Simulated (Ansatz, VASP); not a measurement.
**MgO: VASP beside Ansatz**

```
Mg O
1.0
     0.00000    2.14846    2.14846
     2.14846    0.00000    2.14846
     2.14846    2.14846    0.00000
Mg O
1 1
Direct
  0.00000 0.00000 0.00000
  0.50000 0.50000 0.50000
```

Alike in both runs: task single point; functional PBEsol; k mesh 10 × 10 × 10; occupations gaussian, width 0.02 eV; no spin polarisation.

|  | VASP | Ansatz |
| --- | --- | --- |
| version | VASP 6.6.1 | Ansatz 0.2.0 |
| potentials or method | VASP PAW PBE potentials, release 64 (Mg, O) | scalar-relativistic, plane waves, PAW |
| plane-wave cutoff (eV) | 520 | 420 |
| valence electrons in the cell | 8 | 16 |

```tsv
	VASP	Ansatz	Ansatz less VASP
gap on the k mesh at the Fermi level (eV)	4.08	4.08	+0.003
least direct gap on the mesh (eV)	4.08	4.08	+0.003
pressure (GPa)	-8.7	-8.1	+0.58
```

The two sets of potentials don't hold the same shells in valence.

Caveats: the PAW data sets were made with another functional, which shifts forces and pressure a little (VASP). As with any semilocal functional, this PBEsol gap is likely too small.
